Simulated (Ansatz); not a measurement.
GaAs and the effect of the functional

```yaml
crystal:
  lattice:
    - [0.00000, 2.82685, 2.82685]
    - [2.82685, 0.00000, 2.82685]
    - [2.82685, 2.82685, 0.00000]
  atoms:
    - { symbol: As, position: [0.75000, 0.75000, 0.75000] }
    - { symbol: Ga, position: [0.00000, 0.00000, 0.00000] }
```

Kept alike: task projected density of states; k mesh 5 × 5 × 5; occupations fermi-dirac, width 0.05 eV; no spin polarisation. Program: Ansatz, Ansatz PAW. Cutoffs run from 420 to 500 eV. The mesh is that of the run's cell of 2 atoms. No spin-orbit coupling.

| functional | pressure (GPa) |
| --- | --- |
| BLYP | 6.84 |
| HSE06 | 1.19 |
| LDA | -1.85 |
| PBE | 3.31 |
| PBE0 | 0.99 |
| PBEsol | 0.23 |
| RPBE | 5.29 |
| r2SCAN | 0.54 |
| r2SCAN0 | -0.58 |
| revPBE | 4.75 |

Pressure is positive in compression, with a Pulay correction for the finite cutoff. All rows use potentials made for PBE.

Question: What does the functional change here?

Answer: The pressure runs from -1.85 (LDA) to 6.84 GPa (BLYP). From PBE: BLYP +3.53; HSE06 -2.12; LDA -5.16; PBE0 -2.32; PBEsol -3.08; RPBE +1.98; r2SCAN -2.77; r2SCAN0 -3.89; revPBE +1.44. A positive pressure means that the functional's own cell is larger than the one given, a negative one that it is smaller.
